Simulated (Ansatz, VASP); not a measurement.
One calculation of RbBr, two programs

```xyz
2
Lattice="4.1073 0.0000 0.0000 0.0000 4.1073 0.0000 0.0000 0.0000 4.1073" Properties=species:S:1:pos:R:3 pbc="T T T"
Rb    0.0000    0.0000    0.0000
Br    2.0537    2.0537    2.0537
```

Alike in both runs: task single point; functional PBE; k mesh 6 × 6 × 6; no spin polarisation.

|  | VASP | Ansatz |
| --- | --- | --- |
| version | VASP 6.6.1 | Ansatz 0.2.0 |
| potentials or method | VASP PAW PBE potentials, release 64 (Rb_sv, Br) | plane waves, PAW |
| plane-wave cutoff (eV) | 520 | 420 |
| occupations | gaussian, width 0.01 eV | fixed |
| valence electrons in the cell | 16 | 16 |

|  | VASP | Ansatz | Ansatz less VASP |
| --- | --- | --- | --- |
| gap on the k mesh at the Fermi level (eV) | 4.13 | 4.13 | +0.002 |
| pressure (GPa) | 1.1 | 1.1 | -0.02 |

A k mesh can miss the band edges. As with any semilocal functional, this PBE gap is likely too small.
